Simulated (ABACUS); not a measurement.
MgSe: equation of state with SCAN

The system is MgSe.

```
Se Mg
1.0
     0.00000    2.72550    2.72550
     2.72550    0.00000    2.72550
     2.72550    2.72550    0.00000
Se Mg
1 1
Direct
  0.50000 0.50000 0.50000
  0.00000 0.00000 0.00000
```

```json
{"Program": "ABACUS 3.10.1", "Task": "equation of state", "Functional": "SCAN", "Potentials or basis": "SG15 ONCV 1.2 PBE", "Cutoff": "1184 eV", "Density cutoff": "4735 eV", "Basis": "plane waves", "k mesh": "6 × 6 × 6", "Occupations": "fermi-dirac, width 0.05 eV", "Spin": "no spin polarisation"}
```

```
Equilibrium volume                      : 20.58 Å³/atom
Bulk modulus                            : 67 GPa
Pressure derivative of the bulk modulus : 3.9 (rough: it moves with the points fitted)
```

Energy against volume, from the lowest point:
```
volume (Å³/atom)  energy (meV/atom)
          19.031              27.65
          19.841               5.82
          20.651               0.00
          21.461               7.36
```

All runs of the series together: 99 s on 4 threads of Intel(R) Xeon(R) Platinum 8259CL CPU @ 2.50GHz (Skylake/Cascade Lake), with other jobs on the host.

Caveat: the potentials were made for another functional, which shifts forces and pressure. Zero-point motion and thermal expansion aren't in these numbers.
